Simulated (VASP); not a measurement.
# F2 in VASP: settings compared

The runs below take F2 through relaxation of the atoms, with PBEsol, PBE+D3(BJ), PBE.

All numbers are computed with VASP 6.6.1; they aren't measurements. Logs are shortened: lines on timing, memory, paths and dates and some standing lists are left out, and cuts for length are marked.

### 1 The molecule as given

The cell holds a molecule in a box, 2 atoms: a = 12.000 Å, b = 12.400 Å, c = 13.000 Å, α = 90.00°, β = 90.00°, γ = 90.00°.

### 2 Relaxation of the atoms, PBEsol

The input, INCAR:

```
SYSTEM = F
PREC     = Accurate       ! precision mode
ENCUT    = 600            ! plane-wave cutoff, eV
EDIFF    = 1E-7           ! SCF threshold, eV
ISMEAR   = 0              ! smearing method
SIGMA    = 0.01           ! smearing width, eV
LREAL    = .False.        ! projectors in reciprocal space
LASPH    = .True.         ! aspherical terms in the spheres
NELM     = 80             ! most SCF steps
ALGO     = Normal         ! electronic algorithm
ISIF     = 2              ! what is computed and relaxed
LWAVE    = .False.        ! write WAVECAR
LCHARG   = .False.        ! write CHGCAR
GGA      = PS             ! functional
IBRION   = 2              ! ionic algorithm
NSW      = 30             ! ionic steps
EDIFFG   = -0.005         ! ionic threshold
ISYM     = 0
```

The input, KPOINTS:

```
Automatic mesh
0
Gamma
  1 1 1
  0 0 0
```

The input, POSCAR:

```
F
1.0
   12.0000000000      0.0000000000      0.0000000000
    0.0000000000     12.4000000000      0.0000000000
    0.0000000000      0.0000000000     13.0000000000
F
2
Direct
    0.5000000000      0.5000000000      0.4456923077
    0.5000000000      0.5000000000      0.5543076923
```

Potentials or basis: VASP PAW PBE potentials, release 64 (F).

Launch:

```sh
$ cat potpaw_PBE.64/F/POTCAR > POTCAR
$ mpirun -np 1 vasp_std > vasp.out
```

OUTCAR:

```text
SYSTEM = F
   PREC = Accurate
   ENCUT = 600
   EDIFF = 1E-7
   ISMEAR = 0
   LREAL = .False.
   LASPH = .True.
   NELM = 80
   ISIF = 2
   GGA = PS
   IBRION = 2
   NSW = 30
   EDIFFG = -0.005
   ISYM = 0

 ion  position               nearest neighbor table
   1  0.500  0.500  0.446-   2 1.41
   2  0.500  0.500  0.554-   1 1.41

IMPORTANT INFORMATION: All symmetrisations will be switched off!
NOSYMM: (Re-)initialisation of all symmetry stuff for point group C_1.

----------------------------------------------------------------------------------------

                                     Primitive cell

  volume of cell :    1934.4000

  direct lattice vectors                    reciprocal lattice vectors
    12.000000000  0.000000000  0.000000000     0.083333333  0.000000000  0.000000000
     0.000000000 12.400000000  0.000000000     0.000000000  0.080645161  0.000000000
     0.000000000  0.000000000 13.000000000     0.000000000  0.000000000  0.076923077

  length of vectors
    12.000000000 12.400000000 13.000000000     0.083333333  0.080645161  0.076923077

  position of ions in fractional coordinates (direct lattice)
     0.500000000  0.500000000  0.445692308
     0.500000000  0.500000000  0.554307692

  ion indices of the primitive-cell ions
   primitive index   ion index
                 1           1
                 2           2

----------------------------------------------------------------------------------------

 KPOINTS: Automatic mesh

Automatic generation of k-mesh.
 Grid dimensions read from file:
 generate k-points for:    1    1    1

 Generating k-lattice:

  Cartesian coordinates                     Fractional coordinates (reciprocal lattice)
     0.083333333  0.000000000  0.000000000     1.000000000  0.000000000  0.000000000
     0.000000000  0.080645161  0.000000000     0.000000000  1.000000000  0.000000000
     0.000000000  0.000000000  0.076923077     0.000000000  0.000000000  1.000000000

  Length of vectors
     0.083333333  0.080645161  0.076923077

  Shift w.r.t. Gamma in fractional coordinates (k-lattice)
     0.000000000  0.000000000  0.000000000

 Subroutine IBZKPT returns following result:
 ===========================================

 Found      1 irreducible k-points:

 Following reciprocal coordinates:
            Coordinates               Weight
  0.000000  0.000000  0.000000      1.000000
   k-points           NKPTS =      1   k-points in BZ     NKDIM =      1   number of bands    NBANDS=     11
   number of dos      NEDOS =    301   number of ions     NIONS =      2
   total plane-waves  NPLWV = ******
   dimension x,y,z NGX =    96 NGY =  100 NGZ =  108
   dimension x,y,z NGXF=   192 NGYF=  200 NGZF=  216
   ions per type =               2
   NGX,Y,Z   is equivalent  to a cutoff of  13.30, 13.41, 13.81 a.u.
   NGXF,Y,Z  is equivalent  to a cutoff of  26.60, 26.81, 27.62 a.u.
 SYSTEM =  F
   PREC   = accura    normal or accurate (medium, high low for compatibility)
   ISTART =      0    job   : 0-new  1-cont  2-samecut
   ICHARG =      2    charge: 1-file 2-atom 10-const
   ISPIN  =      1    spin polarized calculation?
   LNONCOLLINEAR =      F non collinear calculations
   LSORBIT =      F    spin-orbit coupling
   LASPH  =      T    aspherical Exc in radial PAW
   ENCUT  =  600.0 eV  44.10 Ry    6.64 a.u.  23.97 24.77 25.96*2*pi/ulx,y,z
   NELM   =     80;   NELMIN=  2; NELMDL= -5     # of ELM steps
   EDIFF  = 0.1E-06   stopping-criterion for ELM
   LREAL  =      F    real-space projection
   EDIFFG = -.5E-02   stopping-criterion for IOM
   NSW    =     30    number of steps for IOM
   IBRION =      2    ionic relax: 0-MD 1-quasi-New 2-CG
   NFREE  =      1    steps in history (QN), initial steepest desc. (CG)
   ISIF   =      2    stress and relaxation
   ISYM   =      0    0-nonsym 1-usesym 2-fastsym
   POTIM  = 0.5000    time-step for ionic-motion
   TEBEG  =    0.0;   TEEND  =   0.0 temperature during run
   PSTRESS=    0.0 pullay stress
   NELECT =      14.0000    total number of electrons
   NUPDOWN=      -1.0000    fix difference up-down
   EMIN   =  10.00;   EMAX   =-10.00  energy-range for DOS
   EFERMI =   0.00;   METHOD = LEGACY
   ISMEAR =     0;   SIGMA  =   0.01  broadening in eV -4-tet -1-fermi 0-gaus
   EFERMI_NEDOS =   21; number of points for ismear=-14 and -15
   IALGO  =     38    algorithm
   IMIX   =      4    mixing-type and parameters
     AMIX     =   0.40;   BMIX     =  1.00
     AMIX_MAG =   1.60;   BMIX_MAG =  1.00
  volume/ion in A,a.u.               =     967.20      6526.99
  Fermi-wavevector in a.u.,A,eV,Ry     =   0.316666  0.598413  1.364360  0.100278
  Thomas-Fermi vector in A             =   1.199927
   LORBIT       =      0    0 simple, 1 ext, 2 COOP (PROOUT), +10 PAW based schemes
   GGA     = PS    functional components
   LHFCALC =     F    Hartree Fock is set to
   AEXX    =    0.0000 exact exchange contribution
   IVDW    =     0    specifies the selected vdW correction
   LEPSILON=     F    determine dielectric tensor
   LRPA    =     F    only Hartree local field effects (RPA)
 conjugate gradient relaxation of ions
 non-spin polarized calculation
 Gauss-broadening in eV      SIGMA  =   0.01
  energy-cutoff  :      600.00
  volume of cell :     1934.40
 maximum number of plane-waves:     64477
 NGX is ok and might be reduce to    96
   NGX = 47   NGY = 49   NGZ = 51

--------------------------------------- Ionic step        1  -------------------------------------------

 number of electron      14.0000001 magnetization

 Free energy of the ion-electron system (eV)
  ---------------------------------------------------
  ext. energy  EPLUGINS =         0.00000000
  ---------------------------------------------------
  free energy    TOTEN  =        -3.87114092 eV

  energy without entropy =       -3.87114092  energy(sigma->0) =       -3.87114092

------------------------ aborting loop because EDIFF is reached ----------------------------------------

  FORCE on cell =-STRESS in cart. coord.  units (eV):
  Direction    XX          YY          ZZ          XY          YZ          ZX
  --------------------------------------------------------------------------------------
  -------------------------------------------------------------------------------------
  Total       -0.0808735     -0.0812151     -0.2706511      0.0000000     -0.0000001      0.0000001
  in kB       -0.0669839     -0.0672669     -0.2241683      0.0000000     -0.0000001      0.0000001
  external PRESSURE =      -0.1194730 kB  Pullay stress =       0.0000000 kB

 VOLUME and BASIS-vectors are now :
 -----------------------------------------------------------------------------
  energy-cutoff  :      600.00
  volume of cell :     1934.40
      direct lattice vectors                 reciprocal lattice vectors
    12.000000000  0.000000000  0.000000000     0.083333333  0.000000000  0.000000000
     0.000000000 12.400000000  0.000000000     0.000000000  0.080645161  0.000000000
     0.000000000  0.000000000 13.000000000     0.000000000  0.000000000  0.076923077

 POSITION                                       TOTAL-FORCE (eV/Angst)
 -----------------------------------------------------------------------------------
      6.00000      6.20000      5.79400         0.000000      0.000000      0.113786
      6.00000      6.20000      7.20600        -0.000000     -0.000000     -0.113786
 -----------------------------------------------------------------------------------
    total drift:                                0.000000      0.000001     -0.000002

  FREE ENERGIE OF THE ION-ELECTRON SYSTEM (eV)
  ---------------------------------------------------
  free  energy   TOTEN  =        -3.8711409197 eV

  energy  without entropy=       -3.8711409197  energy(sigma->0) =       -3.87114092

--------------------------------------- Ionic step        2  -------------------------------------------

 number of electron      14.0000002 magnetization

------------------------ aborting loop because EDIFF is reached ----------------------------------------

  FORCE on cell =-STRESS in cart. coord.  units (eV):
  Direction    XX          YY          ZZ          XY          YZ          ZX
  --------------------------------------------------------------------------------------
  -------------------------------------------------------------------------------------
  Total       -0.0815477     -0.0818838      0.3118501     -0.0000000     -0.0000000     -0.0000000
  in kB       -0.0675424     -0.0678207      0.2582915     -0.0000000     -0.0000000     -0.0000000
  external PRESSURE =       0.0409762 kB  Pullay stress =       0.0000000 kB

 VOLUME and BASIS-vectors are now :
 -----------------------------------------------------------------------------
  energy-cutoff  :      600.00
  volume of cell :     1934.40
      direct lattice vectors                 reciprocal lattice vectors
    12.000000000  0.000000000  0.000000000     0.083333333  0.000000000  0.000000000
     0.000000000 12.400000000  0.000000000     0.000000000  0.080645161  0.000000000
     0.000000000  0.000000000 13.000000000     0.000000000  0.000000000  0.076923077

 POSITION                                       TOTAL-FORCE (eV/Angst)
 -----------------------------------------------------------------------------------
      6.00000      6.20000      5.79949         0.000000      0.000000     -0.303493
      6.00000      6.20000      7.20051        -0.000000     -0.000000      0.303493
 -----------------------------------------------------------------------------------
    total drift:                               -0.000000      0.000000      0.000001

  FREE ENERGIE OF THE ION-ELECTRON SYSTEM (eV)
  ---------------------------------------------------
  free  energy   TOTEN  =        -3.8701245905 eV

  energy  without entropy=       -3.8701245905  energy(sigma->0) =       -3.87012459

--------------------------------------- Ionic step        3  -------------------------------------------

 number of electron      14.0000002 magnetization

 Free energy of the ion-electron system (eV)
  ---------------------------------------------------
  ext. energy  EPLUGINS =         0.00000000
  ---------------------------------------------------
  free energy    TOTEN  =        -3.87131576 eV

  energy without entropy =       -3.87131576  energy(sigma->0) =       -3.87131576

 E-fermi :  -9.1888     XC(G=0):  -0.2772

 val. band max:       -9.3082349327   @ k =   0.0000   0.0000   0.0000
 cond. band min:      -5.7888176975   @ k =   0.0000   0.0000   0.0000
 fundamental gap:      3.5194172353
 Fermi energy:        -9.1888299226

 k-point     1 :       0.0000    0.0000    0.0000
  band No.  band energies     occupation
      1     -33.9557      2.00000
      2     -27.4587      2.00000
      3     -15.3948      2.00000
      4     -12.7618      2.00000
      5     -12.7617      2.00000
      6      -9.3082      2.00000
      7      -9.3082      2.00000
      8      -5.7888      0.00000
      9      -0.1926      0.00000
     10       0.6190      0.00000
     11       0.7521      0.00000

------------------------ aborting loop because EDIFF is reached ----------------------------------------

  FORCE on cell =-STRESS in cart. coord.  units (eV):
  Direction    XX          YY          ZZ          XY          YZ          ZX
  --------------------------------------------------------------------------------------
  -------------------------------------------------------------------------------------
  Total       -0.0810871     -0.0814312     -0.1110432     -0.0000000     -0.0000000     -0.0000000
  in kB       -0.0671608     -0.0674459     -0.0919721     -0.0000000     -0.0000000     -0.0000000
  external PRESSURE =      -0.0755263 kB  Pullay stress =       0.0000000 kB

 VOLUME and BASIS-vectors are now :
 -----------------------------------------------------------------------------
  energy-cutoff  :      600.00
  volume of cell :     1934.40
      direct lattice vectors                 reciprocal lattice vectors
    12.000000000  0.000000000  0.000000000     0.083333333  0.000000000  0.000000000
     0.000000000 12.400000000  0.000000000     0.000000000  0.080645161  0.000000000
     0.000000000  0.000000000 13.000000000     0.000000000  0.000000000  0.076923077

 POSITION                                       TOTAL-FORCE (eV/Angst)
 -----------------------------------------------------------------------------------
      6.00000      6.20000      5.79553         0.000000     -0.000000      0.000063
      6.00000      6.20000      7.20447        -0.000000      0.000000     -0.000063
 -----------------------------------------------------------------------------------
    total drift:                                0.000000      0.000000     -0.000000

  FREE ENERGIE OF THE ION-ELECTRON SYSTEM (eV)
  ---------------------------------------------------
  free  energy   TOTEN  =        -3.8713157640 eV

  energy  without entropy=       -3.8713157640  energy(sigma->0) =       -3.87131576

 reached required accuracy - stopping structural energy minimisation
```

It took 4.3 min on 1 thread of Intel Xeon Platinum 8488C (Sapphire Rapids), shared host; peak memory 1.9 GiB.

What came out:

| Item | Value |
| --- | --- |
| Free energy | -3.8713 eV |
| Energy gained by relaxing | 0.1 meV/atom |
| Ionic steps | 3 |
| Gap between the frontier levels | 3.52 eV |

Step by step:
```tsv
step	energy change (eV)	largest force (eV/Å)	pressure (GPa)
1	0.0000	0.1138	-0.01
2	0.0010	0.3035	0.00
3	-0.0002	0.0001	-0.01
```

Final structure:
```yaml
crystal:
  lattice:
    - [12.00000, 0.00000, 0.00000]
    - [0.00000, 12.40000, 0.00000]
    - [0.00000, 0.00000, 13.00000]
  atoms:
    - { symbol: F, position: [0.50000, 0.50000, 0.44581] }
    - { symbol: F, position: [0.50000, 0.50000, 0.55419] }
```

Caveat: the PAW data sets were made with another functional, which shifts forces and pressure a little.

### 3 Relaxation of the atoms, PBE+D3(BJ)

The input, INCAR:

```
SYSTEM = F
PREC = Accurate
ENCUT = 600
EDIFF = 1E-7
ISMEAR = 0
SIGMA = 0.01
LREAL = .FALSE.
LASPH = .TRUE.
NELM = 80
ALGO = Fast
ISIF = 2
LWAVE = .FALSE.
LCHARG = .FALSE.
GGA = PE
IVDW = 12
IBRION = 2
NSW = 30
EDIFFG = -0.005
ISYM = 0
```

The input, KPOINTS:

```
Automatic mesh
0
G
  1 1 1
  0 0 0
```

POSCAR is that of step 2.

Potentials or basis: VASP PAW PBE potentials, release 64 (F).

Launch:

```sh
$ cat potpaw_PBE.64/F/POTCAR > POTCAR
$ mpirun -np 1 vasp_std > vasp.out
```

Run time: 6.1 min. Hardware: 1 thread of Intel Xeon Platinum 8488C (Sapphire Rapids), shared host; peak memory 1.9 GiB.

It converged, with:

```
Free energy                     : -3.6267 eV
Energy gained by relaxing       : 1.3 meV/atom
Ionic steps                     : 3
Gap between the frontier levels : 3.41 eV
Dispersion energy per atom      : -0.002 eV
```

Step by step:
```
step  energy change (eV)  largest force (eV/Å)  pressure (GPa)
   1              0.0000                0.4297            0.01
   2              0.0118                0.9388           -0.04
   3             -0.0025                0.0006           -0.01
```

Final structure:
```cif
data_structure
_symmetry_space_group_name_H-M 'P 1'
_symmetry_Int_Tables_number 1
_cell_length_a 12.0000
_cell_length_b 12.4000
_cell_length_c 13.0000
_cell_angle_alpha 90.000
_cell_angle_beta 90.000
_cell_angle_gamma 90.000
_cell_volume 1934.40
loop_
_atom_site_label
_atom_site_type_symbol
_atom_site_fract_x
_atom_site_fract_y
_atom_site_fract_z
_atom_site_occupancy
F1 F 0.50000 0.50000 0.44523 1
F2 F 0.50000 0.50000 0.55477 1
```

Levels at points of the mesh, in eV from the valence-band top:
| k point | band 4 | band 5 | band 6 | band 7 | band 8 | band 9 | band 10 | band 11 |
| --- | --- | --- | --- | --- | --- | --- | --- | --- |
| (0.00, 0.00, 0.00) | -3.28 | -3.28 | 0.00 | 0.00 | 3.41 | 9.19 | 10.02 | 10.15 |

[end of part 1 of 2]
